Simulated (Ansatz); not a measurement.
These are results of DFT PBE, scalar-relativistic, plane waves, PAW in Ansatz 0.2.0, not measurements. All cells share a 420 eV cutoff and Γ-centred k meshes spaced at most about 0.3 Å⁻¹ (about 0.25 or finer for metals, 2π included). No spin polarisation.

Temperature and zero-point effects are left out.

Question: Order these relaxed structures of Be₂Se by energy, lowest first, with the energy over the lowest of them.
A.

```xyz
6
Lattice="3.2454 0.0000 0.0000 0.0000 3.2454 0.0000 0.0000 0.0000 7.4002" Properties=species:S:1:pos:R:3 pbc="T T T"
Be    0.0000    0.0000    6.3059
Be    0.0000    0.0000    1.0942
Be    0.0000    0.0000    3.7001
Be    1.6227    1.6227    0.0000
Se    1.6227    1.6227    2.1775
Se    1.6227    1.6227    5.2227
```

B.

```xyz
9
Lattice="3.4623 0.0000 0.0000 0.0000 3.4623 0.0000 0.0000 0.0000 11.3165" Properties=species:S:1:pos:R:3 pbc="T T T"
Be    1.7311    0.0000    7.2734
Be    0.0000    0.0000    5.6583
Be    0.0000    1.7311    4.0431
Be    1.7311    1.7311    5.6583
Be    1.7311    0.0000    1.3463
Be    0.0000    1.7311    9.9702
Se    1.7311    1.7311    8.6124
Se    1.7311    1.7311    2.7041
Se    0.0000    0.0000    0.0000
```

Answer: B (0 meV/atom), A (521 meV/atom). Forms: B P-4m2; A P4/mmm. Counting Se atoms around Be (those within 1.25 times the shortest such distance or 1.15 times the sum of covalent radii, 1.27 where that leaves under three; the shortest distance is added where it exceeds 1.18 times the sum of covalent radii; a slash parts the counts of unlike sites): B has Be 2/2 from 3.0 Å/4/8 from 3.8 Å; A has Be 2/4/8 from 2.8 Å. Both come from invented guesses.

Cells relaxed within their symmetry can be saddle points. Some types were kept out of the candidates beforehand, so the set may lack a known form.
